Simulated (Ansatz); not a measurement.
## Zr: stiffness from a series of strains

```yaml
crystal:
  lattice:
    - [-1.81000, 1.81000, 1.81000]
    - [1.81000, -1.81000, 1.81000]
    - [1.81000, 1.81000, -1.81000]
  atoms:
    - { symbol: Zr, position: [0.00000, 0.00000, 0.00000] }
```

The geometry is COD entry 9008559, unchecked; take it as a test cell.

Method: Ansatz 0.2.0, DFT, PBEsol, all-electron LAPW, scalar-relativistic.

Sampling and basis: a Γ-centred 14×14×14 k mesh, Fermi–Dirac smearing of 0.08 eV, basis error target 0.5 meV/atom, no spin polarisation.

The strain is applied along the Cartesian axes of the cell as listed (the other components stay zero). Fractional coordinates are held (clamped ions).

σ is the change of stress from the unstrained cell, which is at -6.67 GPa; tension is positive, so slopes are stress–strain coefficients at that pressure. In a metal the k mesh adds noise.

Only quantities that a quadratic follows smoothly over the whole series are listed; rougher ones are left out.

| εxx = εyy | σzz (GPa) | σxx (GPa) |
| --- | --- | --- |
| -0.0300 | -4.92 | -4.70 |
| -0.0100 | -1.54 | -1.43 |
| 0.0000 | 0.00 | 0.00 |
| 0.0100 | 1.43 | 1.32 |
| 0.0200 | 2.79 | 2.50 |
| 0.0300 | 4.11 | 3.55 |

Task: Fit the series and read off the stiffness at zero strain.

Result: Least-squares fits y = p0 + p1 x + p2 x² to the rows give σzz (GPa): p1 = 150, p2 = -440; σxx (GPa): p1 = 138, p2 = -650. So 2 C12 = 150 GPa and C11 + C12 = 138 GPa.

Task: One run, at εxx = εyy = -0.0200, is withheld. Predict its row.

Result: The fits give -3.19, -3.00; the run gave -3.19, -2.98.
